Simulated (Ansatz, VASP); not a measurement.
SnTe: VASP beside Ansatz

The input INCAR:

```
SYSTEM = SnTe
  PREC = Accurate
  ENCUT = 520
  EDIFF = 1E-6
  ISMEAR = -1
  SIGMA = 0.05
  LREAL = .False.
  LASPH = .True.
  NELM = 80
  ALGO = Normal
  ISIF = 2
  LWAVE = .False.
  LCHARG = .True.
  GGA = RP
  IVDW = 13
  LELF = .True.
  LVHAR = .True.
  NBANDS = 17
```

KPOINTS

```
Automatic mesh
0
Gamma
  7 7 7
  0 0 0
```

POSCAR

```
SnTe
1.0
    0.0000000000      3.0865288906      3.0865288906
    3.0865288906      0.0000000000      3.0865288906
    3.0865288906      3.0865288906      0.0000000000
Te Sn
1 1
Direct
    0.5000000000      0.5000000000      0.5000000000
    0.0000000000      0.0000000000      0.0000000000
```

input.yaml

```yaml
crystal:
  lattice:
    - [0.0, 3.0865288906, 3.0865288906]
    - [3.0865288906, 0.0, 3.0865288906]
    - [3.0865288906, 3.0865288906, 0.0]
  atoms:
    - { symbol: Te, position: [0.5, 0.5, 0.5] }
    - { symbol: Sn, position: [0.0, 0.0, 0.0] }
hamiltonian:
  xc: rpbe
  pseudopotentials: { kind: paw }
  dispersion: d4
kpoints:
  mp_grid: { grid: [7, 7, 7] }
scf:
  occupations: { method: fermi_dirac, width: 0.05 }
output:
  forces: true
  stress: true
  eigenvalues: true
```

Alike in both runs: task single point; functional RPBE; dispersion D4; k mesh 7 × 7 × 7; occupations fermi-dirac, width 0.05 eV; no spin polarisation.

|  | VASP | Ansatz |
| --- | --- | --- |
| version | VASP 6.6.1 | Ansatz 0.2.0 |
| potentials or method | VASP PAW PBE potentials, release 64 (Te, Sn_d) | Ansatz PAW |
| plane-wave cutoff (eV) | 520 | 420 |
| valence electrons in the cell | 20 | 30 |

VASP gave:

```
gap on the k mesh at the Fermi level (eV) : 0.57
least direct gap on the mesh (eV)         : 0.57
pressure (GPa)                            : 2.4
dispersion energy (meV/atom)              : -850.2
```

Question: Estimate Ansatz's values.

Answer: gap on the k mesh at the Fermi level (eV): 0.57; least direct gap on the mesh (eV): 0.57; pressure (GPa): 2.5; dispersion energy (meV/atom): -850.4.

The two sets of potentials don't hold the same shells in valence.

Caveats: the PAW data sets were made with another functional, which shifts forces and pressure a little (VASP); the PAW data sets come from PBE, with cores solved anew for the run's functional, which leaves a small shift of forces and pressure (Ansatz). Spin-orbit coupling is left out, which matters for the levels of Te.
